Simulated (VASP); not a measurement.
Runs of VASP 6.6.1 on La2O3. Symmetry: P-3m1, No. 164, trigonal system. The conventional cell has a = 3.938 Å, b = 3.938 Å, c = 6.136 Å, α = 90.00°, β = 90.00°, γ = 120.00°. La (site symmetry 3m) has 4 O at 2.37 to 2.46 Å as nearest neighbours. Around O (site symmetry 3m) lie 4 La at 2.37 to 2.46 Å. O (site symmetry -3m) has 6 La at 2.73 Å as nearest neighbours. The cell was built by a generator and needn't be a form met in nature.

| level | potentials or basis | gap on the mesh (eV) | pressure (GPa) | largest force (eV/Å) |
| --- | --- | --- | --- | --- |
| PBEsol | VASP PAW PBE potentials, release 64 (La, O) | 3.83 | -4.2 | (b) |
| SCAN | VASP PAW PBE potentials, release 64 (La, O) | 4.31 | -1.7 | 0.19 |
| LDA | VASP PAW LDA potentials, release 64 (La, O) | (a) | -7.3 | 0.28 |
| r2SCAN | VASP PAW PBE potentials, release 64 (La, O) | 4.32 | -0.9 | 0.12 |

Alike in all rows: task single point; no spin polarisation; cell as given; k mesh 8 × 8 × 5; cutoff (eV) 520; smearing gaussian 0.05 eV.

Question: Fill in the values left out.

Answer: (a) 3.76; (b) 0.23.

Caveats: spin-orbit coupling is left out, which moves the levels of the heavy elements; an odd mesh through Γ misses points on the zone boundary, where band edges often lie; the PAW data sets were made with another functional, which shifts forces and pressure a little (some runs).

A k mesh can miss the band edges, and the runs leave out spin-orbit coupling on La.

Runs at the PBE level aren't shown here.
